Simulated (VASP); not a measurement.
Input of a VASP 6.6.1 run:

The input INCAR:

```
ALGO = Normal ; EDIFF = 1E-7
EDIFFG = -0.002 ; ENCUT = 520
GGA = PE ; IBRION = 2
ISIF = 3 ; ISMEAR = 0
LASPH = T ; LCHARG = F
LREAL = F ; LWAVE = F
NELM = 80 ; NSW = 80
PREC = Accurate ; SIGMA = 0.1
```

KPOINTS

```
k-points
0
Gamma
  6 6 6
```

POSCAR

```
NbAs
1.0
   -1.7258500000      1.7258500000      5.8400000000
    1.7258500000     -1.7258500000      5.8400000000
    1.7258500000      1.7258500000     -5.8400000000
Nb As
2 2
Direct
    0.0000000000      0.0000000000      0.0000000000
    0.7500000000      0.2500000000      0.5000000000
    0.4160000000      0.4160000000      0.0000000000
    0.1660000000      0.6660000000      0.5000000000
```

Potentials or basis: VASP PAW PBE potentials, release 64 (Nb_sv, As).

The run is started by

```console
$ cat potpaw_PBE.64/Nb_sv/POTCAR potpaw_PBE.64/As/POTCAR > POTCAR
$ mpirun -np 1 vasp_std > vasp.out
```

(1) Estimate the relaxed volume.

(2) Estimate the space group after relaxing (to 0.05 Å).

(3) Predict the relaxed cell.

(4) Predict the band gap on the k mesh.

## Answers

(1) 17.74 Å³/atom.

(2) I4_1md (No. 109).

(3) a = 6.372 Å, b = 6.372 Å, c = 6.372 Å, α = 148.37°, β = 148.37°, γ = 45.35°.

(4) 0.01 eV, direct.

Caveat: the k mesh is coarse (spacing up to 0.43 Å⁻¹), so the values aren't converged.
